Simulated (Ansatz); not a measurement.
# In, simple cubic: geometry optimisation

All numbers below come from Ansatz, DFT, revPBE, plane waves (420 eV) with PAW, scalar-relativistic. (PAW data from PBE, frozen cores regenerated.)

k-point mesh 10×10×10, Fermi-Dirac smearing 0.1 eV, no spin polarisation. Cell and atoms relax.

Starting structure:

```yaml
crystal:
  lattice:
    - [3.0450626401, 0.0, 0.0]
    - [0.0, 3.0450626401, 0.0]
    - [0.0, 0.0, 3.0450626401]
  atoms:
    - { symbol: In, position: [0.0, 0.0, 0.0] }
hamiltonian:
  xc: revpbe
  pseudopotentials:
    kind: paw
    azcp:
      In: "pseudopotentials/In.paw.azcp"
basis:
  ecutwfc: 420
  fft_grid_basis: typed
kpoints:
  mp_grid: { grid: [10, 10, 10], shift: [0, 0, 0] }
magnetization:
  spin_polarized: false
scf:
  occupations: { method: fermi_dirac, width: 0.1 }
relax:
  max_steps: 60
  f_tol: 0.01
  cell: {}
output:
  write_density: true
  write_potential: true
  elf: true
  volumetric_format: npy
```

Question: What cell does the relaxation end in?

Answer: Pm-3m with a = 3.126 Å; 30.55 Å³ per atom against 28.24 at the start (8.2 %).

Question: How much energy does the relaxation gain?

Answer: 19.1 meV per atom.

Path of the relaxation (the plane waves are chosen anew near the end, which can shift the energy a little):

```json
{"step": "0", "E − E(final) (meV/atom)": "19.06", "V (Å³/atom)": "28.235", "P (GPa)": "2.81", "max force (eV/Å)": "0.000"}
{"step": "1", "E − E(final) (meV/atom)": "0.73", "V (Å³/atom)": "30.309", "P (GPa)": "0.28", "max force (eV/Å)": "0.000"}
{"step": "2", "E − E(final) (meV/atom)": "0.55", "V (Å³/atom)": "30.555", "P (GPa)": "0.04", "max force (eV/Å)": "0.000"}
{"step": "3", "E − E(final) (meV/atom)": "0.00", "V (Å³/atom)": "30.555", "P (GPa)": "0.03", "max force (eV/Å)": "0.000"}
```
